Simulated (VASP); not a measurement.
A run of VASP 6.6.1:

Contents of INCAR:

```
SYSTEM = BAs
PREC = Accurate
ENCUT = 600
EDIFF = 1E-7
ISMEAR = 0
SIGMA = 0.03
LREAL = .FALSE.
LASPH = .TRUE.
NELM = 80
ALGO = Normal
ISIF = 3
LWAVE = .FALSE.
LCHARG = .FALSE.
GGA = PE
IBRION = 2
NSW = 90
EDIFFG = -0.005
```

The input KPOINTS:

```
Automatic mesh
0
G
  10 10 10
  0 0 0
```

The input POSCAR:

```
BAs                                     
1.0
    0.0000000000      2.4081703798      2.4081703798
    2.4081703798      0.0000000000      2.4081703798
    2.4081703798      2.4081703798      0.0000000000
  B               As            
     1     1
Direct
     0.0000000000000000    0.0000000000000000    0.0000000000000000
     0.2500000000000000    0.2500000000000000    0.2500000000000000
```

Potentials or basis: VASP PAW PBE potentials, release 64 (B, As).

Launch:

```console
$ cat potpaw_PBE.64/B/POTCAR potpaw_PBE.64/As/POTCAR > POTCAR
$ mpirun -np 1 vasp_std > vasp.out
```

Hardware: 1 thread of Intel(R) Xeon(R) Platinum 8488C (Sapphire Rapids) (shared host).

Q: Estimate the wall time of this run.

A: Wall time 13 s on 1 thread of Intel(R) Xeon(R) Platinum 8488C (Sapphire Rapids), on a shared host, peak memory 0.16 GiB. Counts: scf iterations 13, k points 47, ion steps 1.
